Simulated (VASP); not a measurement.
Crystal: CdS (Greenockite).

```
Cd S
1.0
     4.15000    0.00000    0.00000
    -2.07500    3.59401    0.00000
     0.00000    0.00000    6.73700
Cd S
2 2
Cartesian
  2.0750 1.1980 3.3685
  0.0000 2.3960 0.0000
  2.0750 1.1980 5.8949
  0.0000 2.3960 2.5264
```

Base run:

```yaml
Program: VASP 6.6.1
Functional: PBEsol
Potentials_or_basis: VASP PAW PBE potentials, release 64 (Cd, S)
Cutoff: 520 eV
k_mesh: 7 × 7 × 4
Occupations: fermi-dirac, width 0.05 eV
Spin: no spin polarisation
```

Its results: band gap on the k mesh 1.06 eV, direct.

After a change of settings the same cell gave: band gap on the k mesh 2.71 eV, direct. Which change was it?
A. functional from PBEsol to rSCAN; further incar settings from ALGO = Normal; EDIFF = 1e-06; NBANDS = 26 to ALGO = Normal; EDIFF = 1e-07; NBANDS = 26
B. functional from PBEsol to TB-mBJ; further incar settings from ALGO = Normal; EDIFF = 1e-06; NBANDS = 26 to ALGO = Normal; EDIFF = 1e-07
C. functional from PBEsol to r2SCAN; further incar settings from ALGO = Normal; EDIFF = 1e-06; NBANDS = 26 to ALGO = Normal; EDIFF = 1e-06
D. functional from PBEsol to revTPSS; further incar settings from ALGO = Normal; EDIFF = 1e-06; NBANDS = 26 to ALGO = Normal; EDIFF = 1e-06

B.

Not every run made on this cell is shown here.
